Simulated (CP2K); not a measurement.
Runs of CP2K 2026.2 on Nb. The structure is cubic, space group Fm-3m (No. 225). The conventional cell has a = 4.230 Å, b = 4.230 Å, c = 4.230 Å, α = 90.00°, β = 90.00°, γ = 90.00°. Nb (site symmetry m-3m) is surrounded by 12 Nb at 2.99 Å. This isn't the form of Nb at room conditions, which is bcc.

```tsv
task	level	potentials or basis	cell	smearing	NGRIDS	potentials	points a segment of the path (NPOINTS)	bands added on the path	shape of the broadening	gap on the mesh (eV)	pressure (GPa)
single point	PBE	POTENTIAL_UZH Nb GTH-PBE-q13; TZVP-MOLOPT-PBE-GTH basis	as given	gaussian 0.1 eV	4	Nb GTH-PBE-q13 of POTENTIAL_UZH	-	-	-	none	-0.9
band structure	LDA	GTH_POTENTIALS Nb GTH-PADE-q13; TZVP-MOLOPT-PBE-GTH basis	the cell as VASP's run set it	fermi-dirac 0.02 eV	5	Nb GTH-PADE-q13 of GTH_POTENTIALS	10	4	-	none	-10.9
single point	PBE	POTENTIAL_UZH Nb GTH-PBE-q13; TZVP-MOLOPT-PBE-GTH basis	as given	gaussian 0.05 eV	5	Nb GTH-PBE-q13 of POTENTIAL_UZH	-	-	-	none	-0.9
density of states	PBEsol+D4	POTENTIAL_UZH Nb GTH-PBE-q13; TZVP-MOLOPT-PBE-GTH basis	as given	fermi-dirac 0.05 eV	4	Nb GTH-PBE-q13 of POTENTIAL_UZH	-	-	GAUSSIAN	none	(a)
```

Alike in all rows: no spin polarisation; k mesh 11 × 11 × 11.

Problem. Fill in the values left out.

Solution. (a) -7.6.

Caveats: the basis of atomic orbitals isn't converged, which shifts pressures, moduli and gaps; the potentials were made for another functional, which shifts forces and pressure (some runs); pairwise dispersion overbinds metals, which lowers pressure and volume (some runs).

A k mesh can miss the band edges, and the runs leave out spin-orbit coupling on Nb.

A gap of «none» marks a metal or a gap under the smearing width.
